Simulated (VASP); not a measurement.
# Ni (P6_3/mmc) in VASP: a series of runs, part 8 of 8

VASP 6.6.1. The steps go on from the part before.

## Step 113: Equation of state, PBE, collinear spin, ferromagnetic start, 10.89 Å³/atom

INCAR reads:

```
SYSTEM = Ni
PREC     = Accurate       ! precision mode
ENCUT    = 450            ! plane-wave cutoff, eV
EDIFF    = 1E-6           ! SCF threshold, eV
ISMEAR   = 0              ! smearing method
SIGMA    = 0.1            ! smearing width, eV
LREAL    = .False.        ! projectors in reciprocal space
LASPH    = .True.         ! aspherical terms in the spheres
NELM     = 100            ! most SCF steps
ALGO     = Normal         ! electronic algorithm
ISIF     = 2              ! what is computed and relaxed
LWAVE    = .False.        ! write WAVECAR
LCHARG   = .False.        ! write CHGCAR
ISPIN    = 2              ! spin polarisation
MAGMOM   = 1 1            ! initial moments
LORBIT   = 11             ! projections on sites
LMAXMIX  = 4              ! l up to which the mixer works
GGA      = PE             ! functional
ADDGRID  = .False.
```

KPOINTS reads:

```
regular mesh
0
Gamma
  22 22 12
  0 0 0
```

POSCAR reads:

```
Ni
1.0
    2.4722623247      0.0000000000      0.0000000000
   -1.2361311623      2.1410419781      0.0000000000
    0.0000000000      0.0000000000      4.1131350201
Ni
2
Direct
    0.6666666667      0.3333333333      0.7500000000
    0.3333333333      0.6666666667      0.2500000000
```

On the command line:

```bash
$ cat potpaw_PBE.64/Ni/POTCAR > POTCAR
$ mpirun -np 1 vasp_std > vasp.out
```

It took 69 s on 1 thread of AMD EPYC 9R45 (Zen 5), shared host; peak memory 0.22 GiB.

The run converged, but some of its settings lie outside the range that counts as converged, so its numbers aren't taken as properties of the crystal.

Results:

- Free energy: -10.8971 eV
- Pressure: 0.4 GPa
- Band gap on the k mesh: none (metal or under the smearing width)
- Net moment: 1.26 μB per cell
- Site moments: Ni +0.64 μB
- Valence electrons inside the program's atomic spheres: Ni 9.31

## Step 114: Equation of state, PBE, collinear spin, ferromagnetic start, 10.25 Å³/atom

INCAR: that of step 113 with these lines changed.

```diff
@@ -2,3 +2,3 @@
 PREC     = Accurate       ! precision mode
-ENCUT    = 450            ! plane-wave cutoff, eV
+ENCUT    = 700            ! plane-wave cutoff, eV
 EDIFF    = 1E-6           ! SCF threshold, eV
```

KPOINTS reads:

```
regular mesh
0
Gamma
  19 19 10
  0 0 0
```

POSCAR reads:

```
Ni
1.0
    2.4232937031      0.0000000000      0.0000000000
   -1.2116468515      2.0986339077      0.0000000000
    0.0000000000      0.0000000000      4.0316652867
Ni
2
Direct
    0.6666666667      0.3333333333      0.7500000000
    0.3333333333      0.6666666667      0.2500000000
```

Potentials or basis: VASP PAW PBE potentials, release 64 (Ni).

On the command line:

```bash
$ cat potpaw_PBE.64/Ni/POTCAR > POTCAR
$ mpirun -np 1 vasp_std > vasp.out
```

Wall time 92 s (1 thread of AMD EPYC 9R45 (Zen 5), shared host); peak memory 0.26 GiB.

These settings aren't checked as converged: the numbers below hold their error.

Results:

* Free energy: -10.8387 eV
* Pressure: 14.2 GPa
* Band gap on the k mesh: none (metal or under the smearing width)
* Net moment: 1.22 μB per cell
* Site moments: Ni +0.62 μB
* Valence electrons inside the program's atomic spheres: Ni 9.42

## Step 115: Equation of state, PBE, collinear spin, ferromagnetic start, 10.89 Å³/atom

INCAR is that of step 114.

KPOINTS is that of step 114.

POSCAR reads:

```
Ni
1.0
    2.4722623247      0.0000000000      0.0000000000
   -1.2361311623      2.1410419781      0.0000000000
    0.0000000000      0.0000000000      4.1131350201
Ni
2
Direct
    0.6666666667      0.3333333333      0.7500000000
    0.3333333333      0.6666666667      0.2500000000
```

On the command line:

```bash
$ cat potpaw_PBE.64/Ni/POTCAR > POTCAR
$ mpirun -np 1 vasp_std > vasp.out
```

Wall time 91 s (1 thread of AMD EPYC 9R45 (Zen 5), shared host); peak memory 0.27 GiB.

The run converged, but some of its settings lie outside the range that counts as converged, so its numbers aren't taken as properties of the crystal.

Results:

| Item | Value |
| --- | --- |
| Free energy | -10.8950 eV |
| Pressure | 0.6 GPa |
| Band gap on the k mesh | none (metal or under the smearing width) |
| Net moment | 1.27 μB per cell |
| Site moments | Ni +0.65 μB |
| Valence electrons inside the program's atomic spheres | Ni 9.31 |

## Step 116: Equation of state, PBE, collinear spin, ferromagnetic start, 10.25 Å³/atom

INCAR: that of step 115 with these lines changed.

```diff
@@ -2,3 +2,3 @@
 PREC     = Accurate       ! precision mode
-ENCUT    = 700            ! plane-wave cutoff, eV
+ENCUT    = 550            ! plane-wave cutoff, eV
 EDIFF    = 1E-6           ! SCF threshold, eV
```

KPOINTS reads:

```
regular mesh
0
Gamma
  22 22 12
  0 0 0
```

POSCAR reads:

```
Ni
1.0
    2.4232937031      0.0000000000      0.0000000000
   -1.2116468515      2.0986339077      0.0000000000
    0.0000000000      0.0000000000      4.0316652867
Ni
2
Direct
    0.6666666667      0.3333333333      0.7500000000
    0.3333333333      0.6666666667      0.2500000000
```

On the command line:

```bash
$ cat potpaw_PBE.64/Ni/POTCAR > POTCAR
$ mpirun -np 1 vasp_std > vasp.out
```

Wall time 83 s (1 thread of AMD EPYC 9R45 (Zen 5), shared host); peak memory 0.26 GiB.

The run converged, but some of its settings lie outside the range that counts as converged, so its numbers aren't taken as properties of the crystal.

What came out:

```yaml
Free_energy: -10.8409 eV
Pressure: 14.2 GPa
Band_gap_on_the_k_mesh: none (metal or under the smearing width)
Net_moment: 1.23 μB per cell
Site_moments: Ni +0.62 μB
Valence_electrons_inside_the_program's_atomic_spheres: Ni 9.42
```

## Step 117: Equation of state, PBE, collinear spin, ferromagnetic start, 10.89 Å³/atom

INCAR is that of step 116.

KPOINTS is that of step 116.

POSCAR reads:

```
Ni
1.0
    2.4722623247      0.0000000000      0.0000000000
   -1.2361311623      2.1410419781      0.0000000000
    0.0000000000      0.0000000000      4.1131350201
Ni
2
Direct
    0.6666666667      0.3333333333      0.7500000000
    0.3333333333      0.6666666667      0.2500000000
```

Potentials or basis: VASP PAW PBE potentials, release 64 (Ni).

On the command line:

```bash
$ cat potpaw_PBE.64/Ni/POTCAR > POTCAR
$ mpirun -np 1 vasp_std > vasp.out
```

Run time: 83 s. Hardware: 1 thread of AMD EPYC 9R45 (Zen 5), shared host; peak memory 0.26 GiB.

These settings aren't checked as converged: the numbers below hold their error.

What came out:

| Quantity | Value |
| --- | --- |
| Free energy | -10.8971 eV |
| Pressure | 0.6 GPa |
| Band gap on the k mesh | none (metal or under the smearing width) |
| Net moment | 1.26 μB per cell |
| Site moments | Ni +0.64 μB |
| Valence electrons inside the program's atomic spheres | Ni 9.31 |

## Step 118: Equation of state, PBE, collinear spin, ferromagnetic start, 10.25 Å³/atom

INCAR: that of step 117 with these lines changed.

```diff
@@ -2,3 +2,3 @@
 PREC     = Accurate       ! precision mode
-ENCUT    = 550            ! plane-wave cutoff, eV
+ENCUT    = 900            ! plane-wave cutoff, eV
 EDIFF    = 1E-6           ! SCF threshold, eV
```

KPOINTS reads:

```
regular mesh
0
Gamma
  19 19 10
  0 0 0
```

POSCAR reads:

```
Ni
1.0
    2.4232937031      0.0000000000      0.0000000000
   -1.2116468515      2.0986339077      0.0000000000
    0.0000000000      0.0000000000      4.0316652867
Ni
2
Direct
    0.6666666667      0.3333333333      0.7500000000
    0.3333333333      0.6666666667      0.2500000000
```

On the command line:

```bash
$ cat potpaw_PBE.64/Ni/POTCAR > POTCAR
$ mpirun -np 1 vasp_std > vasp.out
```

Wall time 1.7 min (1 thread of AMD EPYC 9R45 (Zen 5), shared host); peak memory 0.33 GiB.

The run converged, but some of its settings lie outside the range that counts as converged, so its numbers aren't taken as properties of the crystal.

Results:

```
Free energy                                           : -10.8386 eV
Pressure                                              : 14.3 GPa
Band gap on the k mesh                                : none (metal or under the smearing width)
Net moment                                            : 1.22 μB per cell
Site moments                                          : Ni +0.62 μB
Valence electrons inside the program's atomic spheres : Ni 9.42
```

## Step 119: Equation of state, PBE, collinear spin, ferromagnetic start, 10.89 Å³/atom

INCAR is that of step 118.

KPOINTS is that of step 118.

POSCAR reads:

```
Ni
1.0
    2.4722623247      0.0000000000      0.0000000000
   -1.2361311623      2.1410419781      0.0000000000
    0.0000000000      0.0000000000      4.1131350201
Ni
2
Direct
    0.6666666667      0.3333333333      0.7500000000
    0.3333333333      0.6666666667      0.2500000000
```

On the command line:

```bash
$ cat potpaw_PBE.64/Ni/POTCAR > POTCAR
$ mpirun -np 1 vasp_std > vasp.out
```

Wall time 1.7 min (1 thread of AMD EPYC 9R45 (Zen 5), shared host); peak memory 0.34 GiB.

The run converged, but some of its settings lie outside the range that counts as converged, so its numbers aren't taken as properties of the crystal.

Results:

```yaml
Free_energy: -10.8949 eV
Pressure: 0.6 GPa
Band_gap_on_the_k_mesh: none (metal or under the smearing width)
Net_moment: 1.27 μB per cell
Site_moments: Ni +0.65 μB
Valence_electrons_inside_the_program's_atomic_spheres: Ni 9.31
```

## Step 120: Equation of state, PBE, collinear spin, ferromagnetic start, 10.25 Å³/atom

INCAR: that of step 119 with these lines changed.

```diff
@@ -2,3 +2,3 @@
 PREC     = Accurate       ! precision mode
-ENCUT    = 900            ! plane-wave cutoff, eV
+ENCUT    = 700            ! plane-wave cutoff, eV
 EDIFF    = 1E-6           ! SCF threshold, eV
```

KPOINTS reads:

```
regular mesh
0
Gamma
  22 22 12
  0 0 0
```

POSCAR reads:

```
Ni
1.0
    2.4232937031      0.0000000000      0.0000000000
   -1.2116468515      2.0986339077      0.0000000000
    0.0000000000      0.0000000000      4.0316652867
Ni
2
Direct
    0.6666666667      0.3333333333      0.7500000000
    0.3333333333      0.6666666667      0.2500000000
```

Potentials or basis: VASP PAW PBE potentials, release 64 (Ni).

On the command line:

```bash
$ cat potpaw_PBE.64/Ni/POTCAR > POTCAR
$ mpirun -np 1 vasp_std > vasp.out
```

It took 2.2 min on 1 thread of AMD EPYC 9R45 (Zen 5), shared host; peak memory 0.33 GiB.

The run converged, but some of its settings lie outside the range that counts as converged, so its numbers aren't taken as properties of the crystal.

What came out:

| Item | Value |
| --- | --- |
| Free energy | -10.8404 eV |
| Pressure | 14.3 GPa |
| Band gap on the k mesh | none (metal or under the smearing width) |
| Net moment | 1.23 μB per cell |
| Site moments | Ni +0.62 μB |
| Valence electrons inside the program's atomic spheres | Ni 9.42 |

## Step 121: Equation of state, PBE, collinear spin, ferromagnetic start, 10.89 Å³/atom

INCAR is that of step 120.

KPOINTS is that of step 120.

POSCAR reads:

```
Ni
1.0
    2.4722623247      0.0000000000      0.0000000000
   -1.2361311623      2.1410419781      0.0000000000
    0.0000000000      0.0000000000      4.1131350201
Ni
2
Direct
    0.6666666667      0.3333333333      0.7500000000
    0.3333333333      0.6666666667      0.2500000000
```

On the command line:

```bash
$ cat potpaw_PBE.64/Ni/POTCAR > POTCAR
$ mpirun -np 1 vasp_std > vasp.out
```

It took 2.2 min on 1 thread of AMD EPYC 9R45 (Zen 5), shared host; peak memory 0.35 GiB.

The run converged, but some of its settings lie outside the range that counts as converged, so its numbers aren't taken as properties of the crystal.

What came out:

```
Free energy                                           : -10.8966 eV
Pressure                                              : 0.6 GPa
Band gap on the k mesh                                : none (metal or under the smearing width)
Net moment                                            : 1.26 μB per cell
Site moments                                          : Ni +0.64 μB
Valence electrons inside the program's atomic spheres : Ni 9.31
```
